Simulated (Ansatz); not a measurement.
ZnS: random displacements

Theory: Ansatz, DFT PBE, scalar-relativistic, plane waves, PAW. The runs took a 420 eV cutoff, a Γ-centred 12×12×2 mesh and Gaussian smearing (0.05 eV). No spin polarisation. Energies are free energies at this smearing, counted from the undisturbed cell; pressure is positive in compression.

The starting cell (relaxed at this level):

```
CELL_PARAMETERS angstrom
3.84672 0.00000 0.00000
-1.92336 3.33136 0.00000
0.00000 0.00000 12.59023
ATOMIC_POSITIONS crystal
Zn 0.00000 0.00000 0.00005
Zn 0.00000 0.00000 0.50005
Zn 0.33333 0.66667 0.25002
Zn 0.66667 0.33333 0.75002
S 0.00000 0.00000 0.18729
S 0.00000 0.00000 0.68729
S 0.33333 0.66667 0.43764
S 0.66667 0.33333 0.93764
```

The atoms are displaced (Å, in the unstrained cell):

| atom | ux | uy | uz |
| --- | --- | --- | --- |
| Zn1 | 0.119 | 0.243 | 0.064 |
| Zn2 | -0.155 | -0.287 | -0.176 |
| Zn3 | 0.100 | 0.004 | 0.155 |
| Zn4 | -0.020 | -0.031 | -0.002 |
| S5 | -0.104 | -0.034 | 0.025 |
| S6 | -0.001 | 0.177 | 0.189 |
| S7 | -0.195 | 0.014 | -0.214 |
| S8 | 0.256 | -0.086 | -0.040 |

Strain (Voigt, engineering shear): (0.0180, 0.0010, 0.0073, -0.0076, -0.0071, -0.0084).

Question: What are the energy change, the stress and the forces?

Answer: ΔE = 202.9 meV/atom; stress (xx, yy, zz, yz, xz, xy; compression positive) (2.49, -1.74, 4.95, -0.07, -0.44, -0.65) GPa; gap on the mesh 1.17 eV.
```csv
atom,Fx (eV/Å),Fy,Fz
Zn1,1.11,-0.92,0.05
Zn2,-0.22,0.99,1.08
Zn3,-0.41,-0.29,-3.88
Zn4,0.39,0.89,0.52
S5,0.97,0.39,-0.01
S6,-0.33,-1.25,-1.91
S7,0.02,-0.73,3.84
S8,-1.52,0.92,0.29
```

Cost: 1 run of about 0.82 core-minutes, on Intel Xeon 6975P-C (Granite Rapids) (shared hosts).